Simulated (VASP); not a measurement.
TiB2, 3 atoms in the cell. Symmetry: Cmmm, No. 65, orthorhombic system. Conventional cell: a = 3.026 Å, b = 5.241 Å, c = 3.229 Å, α = 90.00°, β = 90.00°, γ = 90.00°. Around Ti (site symmetry mmm) lie 8 B at 2.28 Å. Around B (site symmetry m2m) lie 1 B at 1.08 Å. The cell comes from a database or a generator and needn't be the stable form of this composition. The cell isn't the ideal one: shortest bond scaled by 0.62, LAPW.

| Property | Result |
| --- | --- |
| Program | VASP 6.6.1 |
| Task | single point |
| Functional | PBE |
| Potentials or basis | VASP PAW PBE potentials, release 64 (Ti_sv, B) |
| Cutoff | 520 eV |
| k mesh | 10 × 10 × 9 |
| Occupations | fermi-dirac, width 0.05 eV |
| Spin | no spin polarisation |
| Dipole correction | no |
| Further INCAR settings | ALGO = Fast; EDIFF = 1e-06; NBANDS = 16 |

Potentials or basis: VASP PAW PBE potentials, release 64 (Ti_sv, B).

The run is started by

```sh
$ cat potpaw_PBE.64/Ti_sv/POTCAR potpaw_PBE.64/B/POTCAR > POTCAR
$ mpirun -np 1 vasp_std > vasp.out
```

Hardware: 1 thread of Intel(R) Xeon(R) 6975P-C (Granite Rapids), with other jobs on the host.

**Question.** Estimate the wall time of this run.

**Answer.** It took 61 s on 1 thread of Intel(R) Xeon(R) 6975P-C (Granite Rapids), on a shared host, peak memory 0.18 GiB. Counts: scf iterations 45, k points 155.
